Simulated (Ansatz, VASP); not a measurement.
# One calculation of FeO (Wuestite), two programs

```
Fe O
1.0
     1.53881    0.88843    2.55273
    -1.53881    0.88843    2.55273
     0.00000   -1.77686    2.55273
Fe O
1 1
Direct
  0.00000 0.00000 0.00000
  0.50000 0.50000 0.50000
```

Alike in both runs: task single point; functional PBE; k mesh 11 × 11 × 11; occupations fermi-dirac, width 0.05 eV; collinear spin.

|  | VASP | Ansatz |
| --- | --- | --- |
| version | VASP 6.6.1 | Ansatz 0.2.0 |
| potentials or method | VASP PAW PBE potentials, release 64 (Fe, O) | Ansatz PAW |
| plane-wave cutoff (eV) | 520 | 420 |
| valence electrons in the cell | 14 | 22 |

Ansatz gave:

```
gap on the k mesh at the Fermi level (eV)                     : none
pressure (GPa)                                                : -7.6
largest component of the traceless stress (GPa)               : 0.68
net moment per atom (μB)                                      : 2.00
size of the moment on the site where the two differ most (μB) : 3.47
```

Task: Which values does VASP return?

Result: gap on the k mesh at the Fermi level (eV): none; pressure (GPa): -7.6; largest component of the traceless stress (GPa): 0.72; net moment per atom (μB): 2.00; size of the moment on the site where the two differ most (μB): 3.62.

Site moments also hang on the region over which each program counts them. A gap of «none» marks a metal or a gap that the smearing closes. The two sets of potentials don't hold the same shells in valence.

Caveats: a cell with one magnetic atom can't hold antiferromagnetic order, which such compounds often take; semilocal functionals often make such compounds metallic where correlation or magnetic order opens a gap, which also shifts bond lengths; the pressure holds a Pulay correction of +0.6 GPa for the finite cutoff (Ansatz).
